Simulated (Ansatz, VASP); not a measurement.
As in VASP and in Ansatz

File INCAR:

```
  PREC = Accurate
  ENCUT = 520
  EDIFF = 1E-6
  ISMEAR = -1
  SIGMA = 0.1
  LREAL = False
  LASPH = True
  NELM = 100
  ALGO = Normal
  ISIF = 2
  LWAVE = False
  LCHARG = False
  GGA = PE
  NBANDS = 12
```

File KPOINTS:

```
regular mesh
0
Gamma
  11 11 11
```

Contents of POSCAR:

```
As
1.0
    1.9036109523      1.0990502958      3.6081612956
   -1.9036109523      1.0990502958      3.6081612956
    0.0000000000     -2.1981005915      3.6081612956
As
2
Direct
    0.7737100447      0.7737100447      0.7737100447
    0.2262899553      0.2262899553      0.2262899553
```

Input for Ansatz:

```yaml
crystal:
  lattice:
    - [1.9036109523, 1.0990502958, 3.6081612956]
    - [-1.9036109523, 1.0990502958, 3.6081612956]
    - [0.0, -2.1981005915, 3.6081612956]
  atoms:
    - { symbol: As, position: [0.7737100447, 0.7737100447, 0.7737100447] }
    - { symbol: As, position: [0.2262899553, 0.2262899553, 0.2262899553] }
hamiltonian:
  xc: pbe
  pseudopotentials:
    kind: paw
    azcp:
      As: "pseudopotentials/As.paw.azcp"
basis:
  ecutwfc: 420
  fft_grid_basis: typed
kpoints:
  mp_grid: { grid: [11, 11, 11], shift: [0, 0, 0] }
magnetization:
  spin_polarized: false
scf:
  occupations: { method: fermi_dirac, width: 0.1 }
  lower_state_search: "off"
output:
  stress: true
```

Alike in both runs: task single point; functional PBE; k mesh 11 × 11 × 11; occupations fermi-dirac, width 0.1 eV; no spin polarisation.

|  | VASP | Ansatz |
| --- | --- | --- |
| version | VASP 6.6.1 | Ansatz 0.2.0 |
| potentials or method | VASP PAW PBE potentials, release 64 (As) | plane waves (420 eV) with PAW, scalar-relativistic |
| plane-wave cutoff (eV) | 520 | 420 |
| valence electrons in the cell | 10 | 30 |

```csv
,VASP,Ansatz,Ansatz less VASP
pressure (GPa),0.3,0.0,-0.25
largest component of the traceless stress (GPa),0.07,0.00,-0.070
```

With one functional, cell and mesh, what is left measures potentials, basis and numerics. The two sets of potentials don't hold the same shells in valence.
